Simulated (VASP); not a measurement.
# Al₁₁Pt₆: nudged elastic band

Al₁₁Pt₆, defect, 17 atoms in the cell. PBE, nudged elastic band; PAW potentials Pt, Al (PBE set).

Path: a Al atom hops into a neighbouring Al vacancy; Moving images: 1.

## Input

INCAR.step1:
```
SYSTEM = Al11Pt6
ALGO = Normal
EDIFF = 1E-6
EDIFFG = -0.02
ENCUT = 250
IBRION = 2
ISIF = 2
ISMEAR = 1
KPAR = 8
LASPH = .TRUE.
LCHARG = .FALSE.
LREAL = .FALSE.
LWAVE = .FALSE.
NELM = 100
NSW = 100
POTIM = 0.5
PREC = Normal
SIGMA = 0.1
```

INCAR.step3, as INCAR.step1 but for:
```
- EDIFFG = -0.02
- IBRION = 2
- ISIF = 2
- POTIM = 0.5
+ EDIFFG = -0.05
+ IBRION = 1
+ IMAGES = 1
+ POTIM = 0.3
+ SPRING = -5
```

KPOINTS:
```
k-points
0
Gamma
  6 6 6
```

00/POSCAR:
```
Al11Pt6
1.0
    0.0000000000      2.9550000000      2.9550000000
    5.9100000000      0.0000000000      5.9100000000
    8.8650000000      8.8650000000      0.0000000000
Pt Al
6 11
Direct
    0.0010717866      0.0008081692      0.9987466962
    0.0034110037      0.9946847835      0.3346028085
    0.9986400778      0.9985750201      0.6685232681
    0.0005184659      0.5003483760      0.9994221054
    0.9963650877      0.5035763665      0.3333723639
    0.0001804353      0.5010933733      0.6658174609
    0.7522700375      0.3726727440      0.5833714789
    0.7494470904      0.3737554876      0.9178649480
    0.7507423280      0.8789544121      0.2468688399
    0.7480115356      0.8765375974      0.5836339113
    0.7481496151      0.8742675068      0.9183885854
    0.2444227096      0.1274540950      0.0854154636
    0.2484592785      0.1300594214      0.4143208667
    0.2505315943      0.1255305003      0.7492919369
    0.2492144473      0.6210240671      0.0865076570
    0.2609130323      0.6217896963      0.4115315143
    0.2476514744      0.6238683834      0.7523200948
```

01/POSCAR:
```
Al11Pt6
1.0
    0.0000000000      2.9550000000      2.9550000000
    5.9100000000      0.0000000000      5.9100000000
    8.8650000000      8.8650000000      0.0000000000
Pt Al
6 11
Direct
    0.0172192178     -0.0087634658      0.9943711108
    0.0165807796      0.9742610547      0.3394884565
    1.0139502491      0.9917031513      0.6628731937
    0.0129851826      0.5110331141      0.9840410192
    1.0122253660      0.4940575685      0.3291583086
    0.0154258855      0.4935908981      0.6606561670
    0.7660713206      0.3660380754      0.5785528158
    0.7662242464      0.3650420431      0.9125543480
    0.7665768343      0.8700281097      0.2423319954
    0.7638055832      0.8682680846      0.5785964365
    0.7559176035      0.8710281388      0.9153722464
    0.0142342301      0.2426470910      0.1617646901
    0.2633838808      0.1202522098      0.4109749487
    0.2632743208      0.1192558577      0.7449764958
    0.2630657503      0.6152659627      0.0811973973
    0.2734752401      0.6142659195      0.4081571131
    0.2655844843      0.6170261867      0.7449332572
```

02/POSCAR:
```
Al11Pt6
1.0
    0.0000000000      2.9550000000      2.9550000000
    5.9100000000      0.0000000000      5.9100000000
    8.8650000000      8.8650000000      0.0000000000
Pt Al
6 11
Direct
    0.0330466934     -0.0182822589      0.9901570437
    0.0288932945      0.9849457397      0.3241073105
    1.0292313343      0.9842007455      0.6577119469
    0.0260007587      0.4906093299      0.9889266076
    1.0283399745      0.4844859522      0.3247827154
    0.0307716849      0.4867191005      0.6550061431
    0.7788801665      0.3597636234      0.5742374734
    0.7809524845      0.3552346922      0.9092085489
    0.7801973215      0.8642700556      0.2370217486
    0.7817603006      0.8614257325      0.5712093112
    0.7684987192      0.8635044166      0.9119979095
   -0.2150109394      0.3578400182      0.2381139474
    0.2799646786      0.1115386335      0.4056644586
    0.2771417237      0.1126213770      0.7401579329
    0.2786694345      0.6063397112      0.0766605695
    0.2812621401      0.6110266097      0.4051408335
    0.2814002299      0.6087565213      0.7398954992
```

POSCAR.step1:
```
Al11Pt6
1.0
    0.0000000000      2.9550000000      2.9550000000
    5.9100000000      0.0000000000      5.9100000000
    8.8650000000      8.8650000000      0.0000000000
Pt Al
6 11
Direct
    0.0000000000      0.0000000000      0.0000000000
    0.0000000000      0.0000000000      0.3333333333
    0.0000000000      0.0000000000      0.6666666667
    0.0000000000      0.5000000000      0.0000000000
    0.0000000000      0.5000000000      0.3333333333
    0.0000000000      0.5000000000      0.6666666667
    0.7500000000      0.3750000000      0.5833333333
    0.7500000000      0.3750000000      0.9166666667
    0.7500000000      0.8750000000      0.2500000000
    0.7500000000      0.8750000000      0.5833333333
    0.7500000000      0.8750000000      0.9166666667
    0.2500000000      0.1250000000      0.0833333333
    0.2500000000      0.1250000000      0.4166666667
    0.2500000000      0.1250000000      0.7500000000
    0.2500000000      0.6250000000      0.0833333333
    0.2500000000      0.6250000000      0.4166666667
    0.2500000000      0.6250000000      0.7500000000
```

POSCAR.step2:
```
Al11Pt6
1.0
    0.0000000000      2.9550000000      2.9550000000
    5.9100000000      0.0000000000      5.9100000000
    8.8650000000      8.8650000000      0.0000000000
Pt Al
6 11
Direct
    0.0000000000      0.0000000000      0.0000000000
    0.0000000000      0.0000000000      0.3333333333
    0.0000000000      0.0000000000      0.6666666667
    0.0000000000      0.5000000000      0.0000000000
    0.0000000000      0.5000000000      0.3333333333
    0.0000000000      0.5000000000      0.6666666667
    0.7500000000      0.3750000000      0.5833333333
    0.7500000000      0.3750000000      0.9166666667
    0.7500000000      0.8750000000      0.2500000000
    0.7500000000      0.8750000000      0.5833333333
    0.7500000000      0.8750000000      0.9166666667
   -0.2500000000      0.3750000000      0.2500000000
    0.2500000000      0.1250000000      0.4166666667
    0.2500000000      0.1250000000      0.7500000000
    0.2500000000      0.6250000000      0.0833333333
    0.2500000000      0.6250000000      0.4166666667
    0.2500000000      0.6250000000      0.7500000000
```

Commands (each step's output is kept before the next begins):
```
cat potpaw_PBE.64/Pt/POTCAR potpaw_PBE.64/Al/POTCAR > POTCAR
cp INCAR.step1 INCAR
cp POSCAR.step1 POSCAR
mpirun -np 8 vasp_std > vasp.out
cp POSCAR.step2 POSCAR
mpirun -np 8 vasp_std > vasp.out
# 00 and 02 hold the relaxed ends; the images between are interpolated (pair-distance (IDPP))
cp INCAR.step3 INCAR
mpirun -np 8 vasp_std > vasp.out
```

## Result

- Barrier (eV): 0.746
- Barrier of the reverse step (eV): 0.746
- Energy of the second end over the first (eV): 0.000
- Top of the path (share of its length): 0.50
- Length of the path (Å): 3.64
- Steps of the band: 16
- Ionic steps, all stages: 30
- Electronic steps, all stages: 234

Energy along the relaxed band:

| Image | Distance along the path (Å) | Energy above the first end (eV) | Slope along the path (eV/Å) | Largest force across the path (eV/Å) |
|---|---|---|---|---|
| 0 | 0.000 | 0.000 | relaxed end |  |
| 1 | 1.822 | 0.746 | 0.000 | 0.048 |
| 2 | 3.644 | 0.000 | relaxed end |  |

The cell is PtAl2 (18 atoms) with one Al atom missing.

The two ends have the same energy within 0.01 eV.

Limits: the cell holds 17 atoms, so the vacancy or interstitial meets its own images and the barrier isn't that of a lone defect; the atom stays on the straight, symmetric line between the sites, so the barrier is an upper bound: a way around it wasn't tried; a single image in the middle can't show two humps with a dip between them, and says nothing of the springs.

VASP 6.6.1 took 451 s on 8 cores (Intel Xeon 6975P-C (Granite Rapids)), a shared host.
